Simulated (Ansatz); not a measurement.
How Tl stores the work of compression

These are results of DFT PBE+D3(BJ), scalar-relativistic, plane waves, PAW (Ansatz), not measurements. Settings: 420 eV cutoff, 15×15×8 k-mesh, Gaussian smearing of 0.10 eV, no spin polarisation.

Reference structure (relaxed):

```xyz
2
Lattice="3.5346 0.0000 0.0000 -1.7673 3.0610 0.0000 0.0000 0.0000 5.4734" Properties=species:S:1:pos:R:3 pbc="T T T"
Tl    0.0000    2.0407    1.3683
Tl    1.7673    1.0203    4.1050
```

Cell and atoms were relaxed at each target pressure within the start's symmetry (P6_3/mmc), at zero temperature; other phases can be more stable under pressure. H = E + PV with P the target; E is the free energy at the smearing used, whose derivative the pressure is, per atom and counted from zero pressure. The mesh named is that at zero pressure; some other pressures ran on another.

Spin–orbit coupling is left out, which can shift energies with elements as heavy as these.

```csv
P (GPa),V (Å³/atom),E − E0 (meV),H − H0 (meV)
0,29.609,0.0,0.0
1,28.778,2.5,182.2
4,26.882,30.8,701.9
12,23.952,168.7,1962.7
25,21.430,450.1,3793.9
50,18.836,1035.6,6913.9
90,16.623,1975.3,11312.9
```

Question: Thermodynamics gives dH/dP = V along a relaxed path. Integrate V over P by the trapezoid rule and compare with the computed enthalpies.

Answer: With 1 eV/Å³ = 160.22 GPa, each step adds the mean volume times ΔP / 160.22:
```csv
P (GPa),∫V dP (meV),H − H0 (meV),difference (meV)
1,182.2,182.2,0.1
4,703.3,701.9,1.4
12,1972.4,1962.7,9.8
25,3813.6,3793.9,19.6
50,6955.1,6913.9,41.2
90,11381.4,11312.9,68.5
```

V(P) curves upward, so the trapezoid rule runs high; integrating a smooth curve through the same points puts that excess at about 69.0 meV at 90 GPa, against the 68.5 meV found.

Question: At 90 GPa, how much of the enthalpy change is stored energy and how much is the PV term?

Answer: E rises by 1975 meV/atom and PV is 90 × 16.623 / 160.22 = 9338 meV/atom, so PV makes 83 % of ΔH. So between rival structures at high pressure a small difference in volume can outweigh the difference in energy: 1 % of this volume is worth 93.4 meV/atom at this pressure.

Question: What bulk modulus do the lowest pressures give, and how is the compression shared among the axes?

Answer: From the pressures that the runs reached, -0.99 GPa (30.624 Å³) and 1.00 GPa (28.778 Å³), B = −ΔP/Δln V = 1.99 / 0.0622 = 32 GPa, a mean over that range. The linear compressibilities −Δln(length)/ΔP are 10.85 along a, 10.85 along b, 9.46 along c (in TPa⁻¹). With fixed angles they add up to 1/B: 31.16 against 31.16. Softest: a and b, at 35 % of the volume change per axis.